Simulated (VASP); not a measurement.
Here is a VASP 6.6.1 calculation.

Contents of INCAR:

```
SYSTEM = GaN
PREC     = Accurate       ! precision mode
ENCUT    = 480            ! plane-wave cutoff, eV
EDIFF    = 1E-7           ! SCF threshold, eV
ISMEAR   = 0              ! smearing method
SIGMA    = 0.02           ! smearing width, eV
LREAL    = .False.        ! projectors in reciprocal space
LASPH    = .True.         ! aspherical terms in the spheres
NELM     = 80             ! most SCF steps
ALGO     = Normal         ! electronic algorithm
ISIF     = 3              ! what is computed and relaxed
LWAVE    = .False.        ! write WAVECAR
LCHARG   = .False.        ! write CHGCAR
GGA      = PS             ! functional
IBRION   = 2              ! ionic algorithm
NSW      = 90             ! ionic steps
EDIFFG   = -0.005         ! ionic threshold
```

Contents of KPOINTS:

```
regular mesh
0
Gamma
  14 14 14
  0 0 0
```

Contents of POSCAR:

```
GaN
1.0
    0.0000000000      2.1352350000      2.1352350000
    2.1352350000      0.0000000000      2.1352350000
    2.1352350000      2.1352350000      0.0000000000
Ga N
1 1
Direct
    0.0000000000      0.0000000000      0.0000000000
    0.5000000000      0.5000000000      0.5000000000
```

Potentials or basis: VASP PAW PBE potentials, release 64 (Ga_d, N_s).

Launch:

```sh
$ cat potpaw_PBE.64/Ga_d/POTCAR potpaw_PBE.64/N_s/POTCAR > POTCAR
$ mpirun -np 1 vasp_std > vasp.out
```

(1) What does it give for the band gap on the k mesh?

(2) Predict the space group after relaxing (to 0.05 Å).

Results:

(1) 0.54 eV, indirect (least direct gap 2.80 eV).

(2) Fm-3m (No. 225).
